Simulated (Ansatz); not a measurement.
# TiO: tests of the settings

One table from this session's results is given with a row withheld; the runs are named, their logs left out.

Method: DFT PBEsol, scalar-relativistic, plane waves, PAW, in Ansatz 0.2.0.

4 further runs of the same task are left out: 3 for a known fault of the program, 1 set aside as unsound or not needed. Runs told in other sessions of the task aren't counted.

## The starting structure

The structure is hexagonal, space group P6_3/mmc (No. 194). The conventional cell has a = 2.852 Å, b = 2.852 Å, c = 5.568 Å, α = 90.00°, β = 90.00°, γ = 120.00°. Around Ti (site symmetry -6m2) lie 6 O at 2.16 Å. O (site symmetry -3m) is surrounded by 6 Ti at 2.16 Å.

Coordinates:

```
Ti O
1.0
     2.85161    0.00000    0.00000
    -1.42580    2.46956    0.00000
     0.00000    0.00000    5.56750
Ti O
2 2
Direct
  0.33333 0.66667 0.25000
  0.66667 0.33333 0.75000
  0.00000 0.00000 0.00000
  0.00000 0.00000 0.50000
```

Source of the structure: the Materials Project (structure only). It is taken as it stands there.

## The base input

File input.yaml:

```yaml
crystal:
  lattice:
    - [2.8516080131, 0.0, 0.0]
    - [-1.4258040066, 2.469564981, 0.0]
    - [0.0, 0.0, 5.567503]
  atoms:
    - { symbol: Ti, position: [0.33333333, 0.66666667, 0.25] }
    - { symbol: Ti, position: [0.66666667, 0.33333333, 0.75] }
    - { symbol: O, position: [0.0, 0.0, 0.0] }
    - { symbol: O, position: [0.0, 0.0, 0.5] }
basis:
  ecutwfc: 420
kpoints:
  mp_grid: { grid: [18, 18, 8] }
hamiltonian:
  xc: pbesol
scf:
  occupations: { method: gaussian, width: 0.1 }
output:
  forces: true
  stress: true
  eigenvalues: true
  populations: true
```

Its results, from an earlier run: -1518.6609 eV/atom at zero smearing, pressure -10.00 GPa, largest force 0.000 eV/Å, no gap on the mesh, in 7 SCF cycles and 8.9 s.

Set-up of the first run:

File input.yaml:

```yaml
crystal:
  lattice:
    - [2.8516080131, 0.0, 0.0]
    - [-1.4258040066, 2.469564981, 0.0]
    - [0.0, 0.0, 5.567503]
  atoms:
    - { symbol: Ti, position: [0.3333333333, 0.6666666667, 0.25] }
    - { symbol: Ti, position: [0.6666666667, 0.3333333333, 0.75] }
    - { symbol: O, position: [0.0, 0.0, 0.0] }
    - { symbol: O, position: [0.0, 0.0, 0.5] }
basis:
  ecutwfc: 150
kpoints:
  mp_grid: { grid: [18, 18, 8] }
hamiltonian:
  xc: pbesol
scf:
  occupations: { method: gaussian, width: 0.1 }
output:
  forces: true
  stress: true
  eigenvalues: true
```

Launch:

```console
$ ansatz run input.yaml --threads 1 --pin off --max-ram 2560MiB --backend cpu --events-out ev --progress --plain --runs-dir out
```

Steps of the session up to this table: Plane-wave cutoff: 150 eV; Plane-wave cutoff: 200 eV; Plane-wave cutoff set to 250 eV; Plane-wave cutoff: 300 eV; Plane-wave cutoff: 350 eV; Plane-wave cutoff set to 380 eV; Plane-wave cutoff: 460 eV; Plane-wave cutoff set to 520 eV; Plane-wave cutoff set to 600 eV; Plane-wave cutoff set to 700 eV; Plane-wave cutoff set to 850 eV.

One of the session's tables, all rows but one given; the rest of the session is left out.

It belongs to the step «What the plane-wave cutoff changes». 

| cutoff (eV) | ΔE (meV/atom) | pressure (GPa) |
| --- | --- | --- |
| 150 | 20702 | 44.71 |
| 200 | 5667 | -25.83 |
| 250 | 1497 | -14.06 |
| 300 | ? | ? |
| 350 | 53.4 | -9.76 |
| 380 | 17.9 | -10.00 |
| 420 | 4.45 | -10.00 |
| 460 | 1.57 | -9.99 |
| 520 | 0.92 | -10.00 |
| 600 | 0.57 | -10.01 |
| 700 | 0.29 | -10.01 |
| 850 | 0.00 | -10.01 |

Q: Estimate the row for cutoff (eV) = 300 from the others.

Worked estimate for «ΔE (meV/atom)». A straight line through the neighbours (250, 1497) and (350, 53.4) gives 1497 + (53.4 − 1497) × (300 − 250) / (350 − 250) = 775; a parabola fitted to 4 rows on both sides gives -164.

The run gave: ΔE (meV/atom): 313; pressure (GPa): -9.11. In «ΔE (meV/atom)» the line misses by +462 and the parabola by -477. Between these rows the values bend or scatter more than so simple an estimate can follow.

To keep in mind: The settings are coarse, so take the values as rough. Spin polarisation is off in the runs that give these values; a magnetic solution could lie lower. Warnings in the runs' records: cutoff below recommended.
